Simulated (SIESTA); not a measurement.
Wanted: the native input for a SIESTA 5.4.2 run.

| Property | Result |
| --- | --- |
| Task | single point |
| Functional | PBE |
| Potentials or basis | PseudoDojo 0.4 standard (PBE files) |
| Basis | DZP (energy shift 0.003 Ry; two zetas on semicore shells) |
| Grid cutoff | 500 Ry |
| Energy shift | 0.003 Ry |
| k mesh | 8 × 8 × 4 |
| Occupations | fermi-dirac, width 0.05 eV |
| Spin | no spin polarisation |

Bi:

```
Bi
1.0
     3.23838    0.00000    0.00000
     0.00000    3.22164    0.00000
    -0.08045    0.00000    6.44389
Bi
2
Direct
  0.55534 0.00070 0.75028
  0.45838 0.01271 0.24141
```

This isn't the form of Bi at room conditions, which is rhombohedral.

The cell isn't the ideal one: atoms moved at random, drawn with an rms of 0.05 Å.

One way to write it, as run:

Bi.fdf

```
SystemName                      Bi
SystemLabel                     Bi
NumberOfSpecies                 1
NumberOfAtoms                   2
%block ChemicalSpeciesLabel
  1  83 Bi
%endblock ChemicalSpeciesLabel

LatticeConstant                 1.0 Ang
%block LatticeVectors
     3.2383762460     0.0000000000     0.0000000000
     0.0000000000     3.2216433200     0.0000000000
    -0.0804548793     0.0000000000     6.4438887882
%endblock LatticeVectors
AtomicCoordinatesFormat         Fractional
%block AtomicCoordinatesAndAtomicSpecies
     0.5553360000     0.0007030000     0.7502840000  1  Bi
     0.4583770000     0.0127120000     0.2414060000  1  Bi
%endblock AtomicCoordinatesAndAtomicSpecies

%block kgrid.MonkhorstPack
    8   0   0  0.0
    0   8   0  0.0
    0   0   4  0.0
%endblock kgrid.MonkhorstPack
XC.Functional                   GGA
XC.Authors                      PBE
PAO.BasisSize                   DZP
PAO.EnergyShift                 0.003 Ry
Mesh.Cutoff                     500 Ry
OccupationFunction              FD
ElectronicTemperature           0.05 eV
MaxSCFIterations                120
SCF.MustConverge                false
SCF.Mixer.Method                Pulay
SCF.Mixer.Weight                0.25
SCF.Mixer.History               8
SCF.DM.Tolerance                5.0e-05
SCF.H.Tolerance                 1.0e-03 eV
WriteForces                     true
Charge.Mulliken                 end
%block PAO.Basis
  Bi 4
  n=6 0 2
    5.784 0.000
  n=6 1 2
    8.130 0.000
  n=5 2 2
    3.882 0.000
  n=6 2 1
    8.130
%endblock PAO.Basis
```

Potentials or basis: PseudoDojo 0.4 standard (PBE files), DZP (energy shift 0.003 Ry; two zetas on semicore shells).

The run is started by

```sh
$ siesta < Bi.fdf > Bi.out 2>&1
```

Results of the run:

| Property | Result |
| --- | --- |
| Pressure | 2.5 GPa |
| Largest force | 0.093 eV/Å |
| Band gap on the k mesh | none (metal or under the smearing width) |

Caveat: spin-orbit coupling is left out, which moves the levels of the heavy elements; the basis of atomic orbitals isn't converged, which shifts pressures, moduli and gaps.

It took 25 s on 1 thread of Arm Neoverse V2, on a shared host, peak memory 0.26 GiB.
